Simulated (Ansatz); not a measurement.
## Frozen normal mode in InSe

Theory: DFT PBEsol, scalar-relativistic, plane waves, PAW in Ansatz 0.2.0. Settings: plane waves to 420 eV, k-mesh 12×12×12 (Γ-centred), Gaussian smearing 0.03 eV. No spin polarisation. Energies are free energies at this smearing, counted from the undisturbed cell; pressure is positive in compression.

Reference structure (relaxed at this level):

```
In Se
1.0
     2.00439    1.15723    8.42919
    -2.00439    1.15723    8.42919
     0.00000   -2.31447    8.42919
In Se
2 2
Direct
  0.00119 0.00119 0.00119
  0.11100 0.11100 0.11100
  0.61735 0.61735 0.61735
  0.82816 0.82816 0.82816
```

The cell holds layers and no dispersion correction was added, so their binding is poorly described.

A zone-centre mode of this cell is frozen in: each atom moves by x times its row below, so x is the largest displacement.
```
atom ux uy uz
 In1  -0.996  0.000  0.000
 In2   1.000  0.000  0.000
 Se3  -0.936  0.000  0.000
 Se4   0.930  0.000  0.000
```

```csv
x (Å),ΔE (meV/cell),force along the mode (eV/Å),pressure (GPa),gap on the mesh (eV)
-0.4000,169.1,0.90,-0.2,0.22
-0.2000,39.5,0.41,-0.1,0.33
0.0000,0.0,0.00,0.0,0.37
0.1000,9.6,-0.19,0.0,0.36
0.2500,62.6,-0.52,-0.1,0.31
0.3000,91.8,-0.64,-0.2,0.28
0.3500,127.2,-0.77,-0.2,0.25
```

By symmetry 0.4000 repeats -0.4000, -0.3000 repeats 0.3000, 0.2000 repeats -0.2000, -0.1000 repeats 0.1000 in energy, with the opposite slope along the path.